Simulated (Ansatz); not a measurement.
Consider the formal exchange of groups at a B–C bond: `CCB(C)F` + `CCOC=O` → `CCOB(C)F` + `CCC=O`.

Isolated molecules relaxed with PBE0-D4/def2-TZVP in Ansatz; ΔE leaves out vibrations. CCSD(T)/CBS is the MP2 limit (def2-TZVPP, def2-QZVPP) plus CCSD(T) − MP2 in def2-TZVPP, frozen cores. Functionals use def2-TZVPP. B3LYP here is the variant with VWN-RPA as its local correlation; programs differ in this. Each species was taken in one conformer, which may not be the lowest.

```csv
level,ΔE (kJ/mol)
PBE0,-80.7
B3LYP,-87.1
SCS-MP2/def2-TZVPP,-91.3
CCSD/def2-TZVPP,-92.2
MP2/def2-QZVPP,-88.9
SCS-MP2/def2-QZVPP,-92.3
MP2/CBS(def2),-89.0
CCSD/CBS(def2),-93.1
```

Question: What does CCSD(T)/CBS give? (Best estimate.)

Answer: The calculation gave: -90.1 kJ/mol. The listed levels differ from it by 9.4, 3.0, -1.2, -2.1, 1.2, -2.2, 1.1, -3.0 kJ/mol.

Largest T1 diagnostic among the species: 0.014.

In def2-TZVPP, CCSD(T) changes the Hartree–Fock value by +8.6 kJ/mol (the triples alone add +3.0 kJ/mol) and MP2 by +9.7 kJ/mol. From PBE to PBE0 (25 % exact exchange), in def2-TZVPP and without D4, ΔE moves by −5.0 kJ/mol.

CCSD(T)/CBS has its own doubt, a few kJ/mol and more with outer-core shells, so smaller differences from it don't rank the levels.
